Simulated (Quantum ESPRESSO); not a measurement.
# SiGe under changes of volume

One of the cells (21.291 Å³/atom); the others are scaled copies at fixed shape and fractional positions:

```
Ge Si
1.0
     3.90445    0.00000    0.00000
    -1.95223    3.38135    0.00000
     0.00000    0.00000    6.45078
Ge Si
2 2
Direct
  0.33333 0.66667 0.00039
  0.66667 0.33333 0.50039
  0.33333 0.66667 0.37461
  0.66667 0.33333 0.87461
```

The cell comes from a database or a generator and needn't be the stable form of this composition.

| Property | Result |
| --- | --- |
| Program | Quantum ESPRESSO 7.5 |
| Functional | r2SCAN |
| Potentials or basis | SG15 PBE 1.2 |
| Cutoff | 952 eV |
| Density cutoff | 3810 eV |
| k mesh | 7 × 7 × 3 |
| Occupations | fermi-dirac, width 0.05 eV |
| Spin | no spin polarisation |

```tsv
volume (Å³/atom)	energy over the lowest point (meV/atom)	pressure (GPa)	gap on the mesh (eV)
20.014	?	?	?
20.440	3.99	2.4	0.67
20.866	0.00	0.6	0.66
21.291	0.76	-1.1	0.61
21.717	5.77	-2.6	0.55
22.143	14.56	-4.0	0.49
22.569	26.71	-5.2	0.44
```

Problem. What does the run at 20.014 Å³/atom give?

Solution. Energy over the lowest point 13.31 meV/atom; pressure 4.6 GPa; gap on the mesh 0.65 eV.

Worked out: A Birch-Murnaghan fit of order 3 (a polynomial in V^(-2/3)) to the other rows has its minimum at 21.00 Å³/atom with B0 = V·E''(V) = 85 GPa and B' = 4.7 at fixed shape and positions, which overstates the stiffness. It gives 13.34 meV/atom at 20.014 Å³/atom, against the run's 13.31, and -dE/dV = 4.6 GPa, against 4.6. A parabola through the other rows of the gap, of slope -0.73 eV per unit of ln V there, extrapolates to 0.70 eV, against the run's 0.65. The fit is too stiff a form for this range.

Energies are extrapolated to zero smearing.

Caveats: the potentials were made for another functional, which shifts forces and pressure; an odd mesh through Γ misses points on the zone boundary, where band edges often lie. Spin-orbit coupling on Ge is left out.
